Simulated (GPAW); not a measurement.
TePb:

```xyz
2
Lattice="0.0000 3.2310 3.2310 3.2310 0.0000 3.2310 3.2310 3.2310 0.0000" Properties=species:S:1:pos:R:3 pbc="T T T"
Pb    0.0000    0.0000    0.0000
Te    3.2310    3.2310    3.2310
```

| Quantity | Value |
| --- | --- |
| Program | GPAW 26.7.0 |
| Task | relaxation of cell and atoms |
| Functional | BLYP |
| Potentials or basis | PAW data sets generated in the run's folder for this functional |
| Cutoff | 600 eV |
| Basis | pw |
| k mesh | 7 × 7 × 7 |
| Occupations | fermi-dirac, width 0.05 eV |
| Spin | no spin polarisation |

At the start: pressure 5.1 GPa; volume 33.73 Å³/atom.

Where does the relaxation end?

Over 4 steps the energy falls by 60.6 meV/atom and the volume is 37.95 Å³/atom (+12.5 %); space group Fm-3m (No. 225, to 0.05 Å).

The path:
| step | energy change (eV) | largest force (eV/Å) | pressure (GPa) | volume (Å³) |
| --- | --- | --- | --- | --- |
| 1 | 0.0000 | 0.0000 | 5.06 | 67.46 |
| 2 | -0.0434 | 0.0000 | 3.89 | 69.02 |
| 3 | -0.1200 | 0.0000 | 0.42 | 75.05 |
| 4 | -0.1213 | 0.0000 | 0.05 | 75.90 |

Final structure:
```cif
data_structure
_symmetry_space_group_name_H-M 'P 1'
_symmetry_Int_Tables_number 1
_cell_length_a 4.7524
_cell_length_b 4.7524
_cell_length_c 4.7524
_cell_angle_alpha 60.000
_cell_angle_beta 60.000
_cell_angle_gamma 60.000
_cell_volume 75.90
loop_
_atom_site_label
_atom_site_type_symbol
_atom_site_fract_x
_atom_site_fract_y
_atom_site_fract_z
_atom_site_occupancy
Pb1 Pb 0.00000 0.00000 0.00000 1
Te1 Te 0.50000 0.50000 0.50000 1
```

Caveat: later steps reuse the first step's grids; the volume moved by +13 % from the deposited cell, more than functionals usually miss.
